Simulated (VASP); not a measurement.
## GaN: relaxation of shape and atoms at fixed volume with PBEsol

**The experiment to reproduce.**

“Studying electronic properties in GaN without electrical contacts using γ-γ vs e−-γ Perturbed Angular Correlations”, 2019, pmc:6823545 quotes, for a bulk crystal of GaN: band gap 3.503 ± 0.005 eV (direct).

Crystal: GaN.

```xyz
4
Lattice="3.1802 0.0000 0.0000 -1.5901 2.7542 0.0000 0.0000 0.0000 5.1832" Properties=species:S:1:pos:R:3 pbc="T T T"
Ga    0.0000    1.8361    5.1793
Ga    1.5901    0.9181    2.5877
N     0.0000    1.8361    1.9476
N     1.5901    0.9181    4.5393
```

```json
{
 "Program": "VASP 6.6.1",
 "Task": "relaxation of shape and atoms at fixed volume",
 "Functional": "PBEsol",
 "Potentials or basis": "VASP PAW PBE potentials, release 64 (Ga_d, N)",
 "Cutoff": "600 eV",
 "k mesh": "12 × 12 × 5",
 "Occupations": "gaussian, width 0.03 eV",
 "Spin": "no spin polarisation",
 "Further INCAR settings": "ALGO = Normal; EDIFF = 1e-07; IBRION = 2; EDIFFG = -0.01; NSW = 40; ISIF = 4"
}
```

* Pressure after relaxing: 0.0 GPa
* Band gap on the k mesh: 1.91 eV, direct

Forces in eV/Å, atoms in the order of the input:
```
Ga   0.000  0.000 -0.002
Ga   0.000  0.000 -0.002
N    0.000  0.000  0.002
N    0.000  0.000  0.002
```

Final structure:
```
Ga N
1.0
     3.18023    0.00000    0.00000
    -1.59012    2.75416    0.00000
     0.00000    0.00000    5.18322
Ga N
2 2
Direct
  0.33333 0.66667 0.99924
  0.66667 0.33333 0.49924
  0.33333 0.66667 0.37576
  0.66667 0.33333 0.87576
```

Levels at points of the mesh, in eV from the valence-band top:
| k point | band 14 | band 15 | band 16 | band 17 | band 18 | band 19 | band 20 | band 21 | band 22 |
| --- | --- | --- | --- | --- | --- | --- | --- | --- | --- |
| (0.00, 0.00, 0.00) | -1.05 | -1.05 | -0.05 | 0.00 | 0.00 | 1.91 | 4.23 | 9.12 | 9.83 |
| (0.50, 0.00, 0.00) | -5.36 | -4.28 | -2.79 | -2.26 | -1.02 | 4.95 | 5.53 | 5.95 | 8.59 |

It took 48 s on 1 thread of Intel(R) Xeon(R) Platinum 8559C (Emerald Rapids), on a shared host, peak memory 0.21 GiB.

Against the measured gap of GaN, 3.503 eV (direct; quoted in “Studying electronic properties in GaN without electrical contacts using γ-γ vs e−-γ Perturbed Angular Correlations”, 2019, pmc:6823545), the calculated 1.91 eV is off by -1.60 eV. Spin-orbit coupling on Ga is left out. The value is that of PBEsol, without temperature or zero-point motion. Semilocal functionals fall short of measured gaps as a rule.

Caveat: the relaxation stopped at its first step, so nothing moved; the PAW data sets were made with another functional, which shifts forces and pressure a little.
